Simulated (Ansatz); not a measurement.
The system is SiC.

```
Si C
1.0
     3.07569    0.00000    0.00000
    -1.53785    2.66363    0.00000
     0.00000    0.00000   10.07065
Si C
4 4
Cartesian
  0.0000 0.0000 1.8922
  0.0000 0.0000 6.9275
  0.0000 1.7758 4.4094
  1.5378 0.8879 9.4447
  0.0000 0.0000 0.0046
  0.0000 0.0000 5.0400
  0.0000 1.7758 2.5157
  1.5378 0.8879 7.5510
```

The cell is a database's computed one.

Base run:

```yaml
Program: Ansatz 0.2.0
Functional: PBE
Potentials_or_basis: Ansatz PAW
Cutoff: 800 eV
Density_cutoff: 3200 eV
k_mesh: 10 × 10 × 3
Occupations: fermi-dirac, width 0.05 eV
Spin: no spin polarisation
```

Its results: band gap on the k mesh 2.23 eV, indirect (least direct gap 3.35 eV); pressure 3.9 GPa; largest force 0.006 eV/Å.

Q: The run is repeated on the same cell with these changes: functional from PBE to rPW86-PBE; cutoff from 800 eV to 420 eV (not typed: the program's choice for these potentials). What comes out?

A: Band gap on the k mesh 2.49 eV, indirect (least direct gap 3.60 eV); pressure 7.6 GPa; largest force 0.009 eV/Å.

Caveats: odd divisions of the mesh miss points on the zone boundary, where band edges often lie, so the gap on the mesh can be too wide (some runs); the PAW data sets come from PBE, with cores solved anew for the run's functional, which leaves a small shift of forces and pressure (some runs).
